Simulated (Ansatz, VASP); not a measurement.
## CsPbCl3 in VASP and in Ansatz

```xyz
5
Lattice="5.6771 0.0000 0.0000 0.0000 5.6771 0.0000 0.0000 0.0000 5.6771" Properties=species:S:1:pos:R:3 pbc="T T T"
Cs    0.0000    0.0000    0.0000
Pb    2.8385    2.8385    2.8385
Cl    2.8385    2.8385    0.0000
Cl    2.8385    0.0000    2.8385
Cl    0.0000    2.8385    2.8385
```

Alike in both runs: task single point; functional PBE; k mesh 4 × 4 × 4; no spin polarisation.

|  | VASP | Ansatz |
| --- | --- | --- |
| version | VASP 6.6.1 | Ansatz 0.2.0 |
| potentials or method | VASP PAW PBE potentials, release 64 (Cs_sv, Pb_d, Cl) | plane waves, PAW |
| plane-wave cutoff (eV) | 520 | 420 |
| occupations | gaussian, width 0.01 eV | fixed |
| valence electrons in the cell | 44 | 44 |

Ansatz gave:

| Quantity | Value |
| --- | --- |
| gap on the k mesh at the Fermi level (eV) | 2.09 |

What did VASP give for the same quantities?

gap on the k mesh at the Fermi level (eV): 2.10.

Caveats: spin-orbit coupling is left out, which as a rule narrows the gap of such compounds by several tenths of an eV. A k mesh can miss the band edges. As with any semilocal functional, this PBE gap is likely too small.
